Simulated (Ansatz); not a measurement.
# LiCl: the cost of one run

Method: DFT r2SCAN, scalar-relativistic, plane waves, PAW, in Ansatz 0.2.0.

1 further run of the same task is left out (set aside as unsound or not needed).

### Step 1. The starting structure

The structure is trigonal, space group R3m (No. 160). The conventional cell has a = 10.804 Å, b = 10.804 Å, c = 3.709 Å, α = 90.00°, β = 90.00°, γ = 120.00°. Around Li (site symmetry m) lie 4 Cl at 2.35 to 2.49 Å. Cl (site symmetry m) has 4 Li at 2.35 to 2.49 Å as nearest neighbours.

Coordinates:

```cif
data_structure
_symmetry_space_group_name_H-M 'P 1'
_symmetry_Int_Tables_number 1
_cell_length_a 6.3589
_cell_length_b 6.3589
_cell_length_c 6.3589
_cell_angle_alpha 116.314
_cell_angle_beta 116.314
_cell_angle_gamma 116.314
_cell_volume 124.99
loop_
_atom_site_label
_atom_site_type_symbol
_atom_site_fract_x
_atom_site_fract_y
_atom_site_fract_z
_atom_site_occupancy
Li1 Li 0.79913 0.18647 0.79913 1
Li2 Li 0.18647 0.79913 0.79913 1
Li3 Li 0.79913 0.79913 0.18647 1
Cl1 Cl 0.19294 0.19294 0.82937 1
Cl2 Cl 0.82937 0.19294 0.19294 1
Cl3 Cl 0.19294 0.82937 0.19294 1
```

It is the end of an earlier relaxation with the same method, from a generated guess; it needn't be the stable form of this composition. At a tolerance of 0.02 Å it has space group R3m (No. 160); it has 20.83 Å³/atom, an uncorrected energy of -1.83 eV/atom over the elements and, on its mesh, gap 5.72 eV.

### Step 2. Level of theory: r2SCAN

File input.yaml:

```yaml
crystal:
  lattice:
    - [5.4018626351, 3.1187668465, 1.2364890186]
    - [-5.4018626351, 3.1187668465, 1.2364890186]
    - [0.0, -6.2375336931, 1.2364890185]
  atoms:
    - { symbol: Li, position: [0.7991333562, 0.1864739082, 0.7991333562] }
    - { symbol: Li, position: [0.1864739082, 0.7991333562, 0.7991333562] }
    - { symbol: Li, position: [0.7991333562, 0.7991333562, 0.1864739082] }
    - { symbol: Cl, position: [0.1929445374, 0.1929445374, 0.8293703045] }
    - { symbol: Cl, position: [0.8293703045, 0.1929445374, 0.1929445374] }
    - { symbol: Cl, position: [0.1929445374, 0.8293703045, 0.1929445374] }
basis:
  ecutwfc: 500
kpoints:
  mp_grid: { grid: [6, 6, 6] }
  band_path:
    path:
      - [[0.0, 0.0, 0.0], [0.5, 0.0, 0.0], [0.5, -0.5, 0.5], [0.19286438, -0.80713562, 0.19286438]]
      - [[0.19286438, 0.19286438, 0.19286438], [0.0, 0.0, 0.0], [0.5, -0.5, 0.0]]
    npoints: 14
hamiltonian:
  xc: r2scan
scf:
  occupations: { method: gaussian, width: 0.02 }
  n_extra_bands: 15
output:
  forces: true
  stress: true
  eigenvalues: true
  populations: true
  dos: { projected: true, de: 0.02, nscf_kmesh: { grid: [9, 9, 9] } }
  bader: true
  write_density: true
  write_potential: true
  elf: true
  volumetric_format: npy
```

Launch:

```
ansatz run input.yaml --threads 1 --pin off --max-ram 2560MiB --backend cpu --events-out ev --progress --plain --runs-dir out
```

Q: Estimate wall time and peak memory on 1 thread of Arm Neoverse V1, shared host.

About 2 min, with a peak of 0.81 GiB.
